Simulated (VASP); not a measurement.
A run of VASP 6.6.1:

File INCAR:

```
SYSTEM = TiSi2
ALGO = Normal ; EDIFF = 1E-7
ENCUT = 520 ; GGA = PS
ISIF = 2 ; ISMEAR = -1
KPAR = 2 ; LASPH = .TRUE.
LCHARG = .TRUE. ; LREAL = .FALSE.
LVHAR = .TRUE. ; LWAVE = .FALSE.
NBANDS = 29 ; NELM = 100
PREC = Accurate ; SIGMA = 0.05
```

File KPOINTS:

```
k-points
0
G
  8 8 8
  0 0 0
```

POSCAR

```
TiSi2
1.0
    1.7651050250     -6.7592815350      0.0000000000
    1.7651050250      6.7592815350      0.0000000000
    0.0000000000      0.0000000000      3.5651739700
Ti Si
2 4
Direct
    0.1002470000      0.9005650000      0.2609320000
    0.8933300000      0.1052870000      0.7662920000
    0.7562150000      0.2515650000      0.2505730000
    0.2370070000      0.7422680000      0.7436270000
    0.4448900000      0.5558850000      0.2548310000
    0.5499490000      0.4331500000      0.7490760000
```

Potentials or basis: VASP PAW PBE potentials, release 64 (Ti_sv, Si).

Run with:

```console
$ cat potpaw_PBE.64/Ti_sv/POTCAR potpaw_PBE.64/Si/POTCAR > POTCAR
$ mpirun -np 2 vasp_std > vasp.out
```

Hardware: 2 MPI ranks on Intel(R) Xeon(R) 6975P-C (Granite Rapids) (shared host).

**Question.** How long does it take, and how much memory?

**Answer.** Run time: 6.9 min on 2 MPI ranks on Intel(R) Xeon(R) 6975P-C (Granite Rapids), on a shared host, peak memory 0.64 GiB a rank. Counts: scf iterations 16, k points 260.
